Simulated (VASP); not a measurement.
RbBr (zincblende): a r²SCAN single-point calculation in VASP

INCAR

```
EDIFF = 1E-7
NSW = 0
SIGMA = 0.01
LWAVE = .FALSE.
METAGGA = R2SCAN
ISIF = 2
LASPH = .TRUE.
LREAL = .FALSE.
ISMEAR = 0
IBRION = -1
ENCUT = 520
LCHARG = .FALSE.
NBANDS = 15
NELM = 120
PREC = Accurate
ALGO = Normal
```

KPOINTS

```
KPOINTS created by Atomic Simulation Environment
0
Gamma
6 6 6
0 0 0
```

KPOINTS_OPT

```
special points
6
Reciprocal
0.0000000000 0.0000000000 0.0000000000 1
0.5000000000 0.0000000000 0.5000000000 1
0.5000000000 0.2500000000 0.7500000000 1
0.3750000000 0.3750000000 0.7500000000 1
0.5000000000 0.5000000000 0.5000000000 1
0.6250000000 0.2500000000 0.6250000000 1
```

POSCAR

```
Rb Br
 1.0000000000000000
     0.0000000000000000    3.8694967141275005    3.8694967141275005
     3.8694967141275005    0.0000000000000000    3.8694967141275005
     3.8694967141275005    3.8694967141275005    0.0000000000000000
 Rb  Br
   1   1
Cartesian
 -0.0000000000000000  0.0000000000000000  0.0000000000000000
  1.9347483570637503  1.9347483570637503  1.9347483570637503
```

VASP ran with the recommended PBE PAW datasets (16 valence electrons in the cell).

Command

```
mpirun -np 1 vasp_std
```

From OUTCAR

```
k-points           NKPTS =     16   k-points in BZ     NKDIM =     16   number of bands    NBANDS=     15

   NELECT =      16.0000    total number of electrons

   dimension x,y,z NGX =    42 NGY =   42 NGZ =   42
   dimension x,y,z NGXF=    84 NGYF=   84 NGZF=   84

  energy-cutoff  :      520.00
  volume of cell :      115.88
      direct lattice vectors                 reciprocal lattice vectors
     0.000000000  3.869496714  3.869496714    -0.129215771  0.129215771  0.129215771
     3.869496714  0.000000000  3.869496714     0.129215771 -0.129215771  0.129215771
     3.869496714  3.869496714  0.000000000     0.129215771  0.129215771 -0.129215771

 k-points in reciprocal lattice and weights: KPOINTS created by Atomic Simulation Env
   0.00000000  0.00000000  0.00000000       0.005
   0.16666667  0.00000000  0.00000000       0.037
   0.33333333  0.00000000  0.00000000       0.037
   0.50000000  0.00000000  0.00000000       0.019
   0.16666667  0.16666667  0.00000000       0.028
   0.33333333  0.16666667  0.00000000       0.111
   0.50000000  0.16666667  0.00000000       0.111
  -0.33333333  0.16666667  0.00000000       0.111
   ...

 E-fermi :  -3.3929

 k-point     1 :       0.0000    0.0000    0.0000
  band No.  band energies     occupation
      1     -28.8084      2.00000
      2     -15.7464      2.00000
      3     -12.3649      2.00000
      4     -12.3649      2.00000
      5     -12.3649      2.00000
      6      -3.5289      2.00000
      7      -3.5289      2.00000
      8      -3.5289      2.00000
      9       1.2055      0.00000
     10       5.4437      0.00000
     11       5.4437      0.00000
     12       6.3963      0.00000
     13       6.3963      0.00000
     14       6.3963      0.00000
     15       7.5081      0.00000

 k-point     2 :       0.1667    0.0000    0.0000
  band No.  band energies     occupation
      1     -28.8078      2.00000
      2     -15.7578      2.00000
      3     -12.3680      2.00000
      4     -12.3680      2.00000
      5     -12.3522      2.00000
      6      -3.5921      2.00000
      7      -3.5174      2.00000
      8      -3.5174      2.00000
      9       1.5922      0.00000
     10       5.1598      0.00000
     11       5.1598      0.00000
     12       5.9459      0.00000
     13       6.6603      0.00000
     14       6.9386      0.00000
     15       6.9386      0.00000

 k-point     3 :       0.3333    0.0000    0.0000
  band No.  band energies     occupation
      1     -28.8067      2.00000
      2     -15.7802      2.00000
      3     -12.3742      2.00000
      4     -12.3742      2.00000
      5     -12.3277      2.00000
      6      -3.6885      2.00000
      7      -3.4950      2.00000
      8      -3.4950      2.00000
      9       2.4911      0.00000
     10       4.6900      0.00000
     11       5.0048      0.00000
     12       5.0048      0.00000
     13       6.4925      0.00000
     14       6.7959      0.00000
     15       6.7959      0.00000

 k-point     4 :       0.5000    0.0000    0.0000
  band No.  band energies     occupation
      1     -28.8061      2.00000
      2     -15.7912      2.00000
      3     -12.3773      2.00000
      4     -12.3773      2.00000
      5     -12.3161      2.00000
      6      -3.7243      2.00000
      7      -3.4842      2.00000
      8      -3.4842      2.00000
      9       3.5010      0.00000
     10       3.5163      0.00000
     11       5.0301      0.00000
     12       5.0301      0.00000
     13       6.5410      0.00000
     14       6.5410      0.00000
     15       7.1648      0.00000

 k-point     5 :       0.1667    0.1667    0.0000
  band No.  band energies     occupation
      1     -28.8076      2.00000
      2     -15.7616      2.00000
      3     -12.3724      2.00000
      4     -12.3724      2.00000
      5     -12.3412      2.00000
      6      -3.6209      2.00000
      7      -3.5086      2.00000
      8      -3.5086      2.00000
      9       1.7214      0.00000
     10       4.5413      0.00000
     11       5.6761      0.00000
     12       6.4493      0.00000
     13       6.6756      0.00000
     14       6.6756      0.00000
     15       6.9934      0.00000

 k-point     6 :       0.3333    0.1667    0.0000
  band No.  band energies     occupation
      1     -28.8067      2.00000
      2     -15.7801      2.00000
      3     -12.3821      2.00000
      4     -12.3792      2.00000
      5     -12.3146      2.00000
      6      -3.6908      2.00000
      7      -3.5021      2.00000
      8      -3.4868      2.00000
      9       2.4303      0.00000
     10       4.1621      0.00000
     11       5.4176      0.00000
     12       5.5858      0.00000
     13       6.5777      0.00000
     14       6.7695      0.00000
     15       7.0848      0.00000

 k-point     7 :       0.5000    0.1667    0.0000
  band No.  band energies     occupation
      1     -28.8059      2.00000
      2     -15.7947      2.00000
      3     -12.3933      2.00000
      4     -12.3817      2.00000
      5     -12.2935      2.00000
      6      -3.7059      2.00000
      7      -3.5191      2.00000
      8      -3.4741      2.00000
      9       3.2316      0.00000
     10       3.8150      0.00000
     11       4.8768      0.00000
     12       5.2582      0.00000
     13       6.6667      0.00000
     14       6.8813      0.00000
     15       7.1121      0.00000

 k-point     8 :      -0.3333    0.1667    0.0000
  band No.  band energies     occupation
      1     -28.8061      2.00000
      2     -15.7911      2.00000
      3     -12.3943      2.00000
      4     -12.3773      2.00000
      5     -12.2988      2.00000
      6      -3.6867      2.00000
      7      -3.5265      2.00000
      8      -3.4826      2.00000
      9       2.9757      0.00000
     10       4.1691      0.00000
     11       4.8771      0.00000
     12       5.0128      0.00000
     13       6.8251      0.00000
     14       6.9446      0.00000
     15       6.9694      0.00000

 k-point     9 :      -0.1667    0.1667    0.0000
  band No.  band energies     occupation
      1     -28.8070      2.00000
      2     -15.7728      2.00000
      3     -12.3820      2.00000
      4     -12.3705      2.00000
      5     -12.3275      2.00000
      6      -3.6480      2.00000
      7      -3.5140      2.00000
      8      -3.5040      2.00000
      9       2.1431      0.00000
     10       4.7977      0.00000
     11       4.8412      0.00000
     12       5.6850      0.00000
     13       6.5917      0.00000
     14       6.8896      0.00000
     15       7.1749      0.00000

 k-point    10 :       0.3333    0.3333    0.0000
  band No.  band energies     occupation
      1     -28.8061      2.00000
      2     -15.7911      2.00000
      3     -12.3873      2.00000
      4     -12.3873      2.00000
      5     -12.2950      2.00000
      6      -3.7619      2.00000
      7      -3.4660      2.00000
      8      -3.4660      2.00000
      9       2.7743      0.00000
     10       3.7809      0.00000
     11       5.3809      0.00000
     12       6.3175      0.00000
     13       6.5789      0.00000
     14       6.5789      0.00000
     15       7.4590      0.00000

 k-point    11 :       0.5000    0.3333    0.0000
  band No.  band energies     occupation
      1     -28.8055      2.00000
      2     -15.8019      2.00000
      3     -12.3993      2.00000
      4     -12.3904      2.00000
      5     -12.2745      2.00000
      6      -3.7634      2.00000
      7      -3.4868      2.00000
      8      -3.4539      2.00000
      9       3.0351      0.00000
     10       3.8334      0.00000
     11       5.3235      0.00000
     12       5.8598      0.00000
     13       6.7165      0.00000
     14       6.8966      0.00000
     15       6.9125      0.00000

 k-point    12 :      -0.3333    0.3333    0.0000
  band No.  band energies     occupation
      1     -28.8055      2.00000
      2     -15.8018      2.00000
      3     -12.4076      2.00000
      4     -12.3854      2.00000
      5     -12.2716      2.00000
      6      -3.6833      2.00000
      7      -3.5614      2.00000
      8      -3.4622      2.00000
      9       3.1586      0.00000
     10       3.9640      0.00000
     11       5.1153      0.00000
     12       5.2153      0.00000
     13       6.7023      0.00000
     14       7.0746      0.00000
     15       7.2855      0.00000

 k-point    13 :       0.5000    0.5000    0.0000
  band No.  band energies     occupation
      1     -28.8053      2.00000
      2     -15.8055      2.00000
      3     -12.3948      2.00000
      4     -12.3948      2.00000
      5     -12.2725      2.00000
      6      -3.8159      2.00000
      7      -3.4437      2.00000
      8      -3.4437      2.00000
      9       2.9513      0.00000
     10       3.8453      0.00000
     11       5.9346      0.00000
     12       6.3526      0.00000
     13       6.3648      0.00000
     14       6.3648      0.00000
     15       6.8819      0.00000

 ...

  Total        0.0097066      0.0097066      0.0097066     -0.0000000     -0.0000000      0.0000000
  in kB        0.1342097      0.1342097      0.1342097     -0.0000000     -0.0000000      0.0000000
  external PRESSURE =       0.1342097 kB  Pullay stress =       0.0000000 kB

 POSITION                                       TOTAL-FORCE (eV/Angst)
 -----------------------------------------------------------------------------------
      0.00000      0.00000      0.00000        -0.000000     -0.000000     -0.000000
      1.93475      1.93475      1.93475         0.000000      0.000000      0.000000
 -----------------------------------------------------------------------------------
    total drift:                               -0.000000     -0.000000     -0.000000

  FREE ENERGIE OF THE ION-ELECTRON SYSTEM (eV)
  ---------------------------------------------------
  free  energy   TOTEN  =       -30.8789811034 eV

  energy  without entropy=      -30.8789811034  energy(sigma->0) =      -30.87898110
```

```
gap between bands v and c : 4.65 eV
least direct gap          : 4.73 eV
pressure                  : 0.0 GPa
```

Band v is the last that the valence electrons fill when counted band by band, and c is the next.
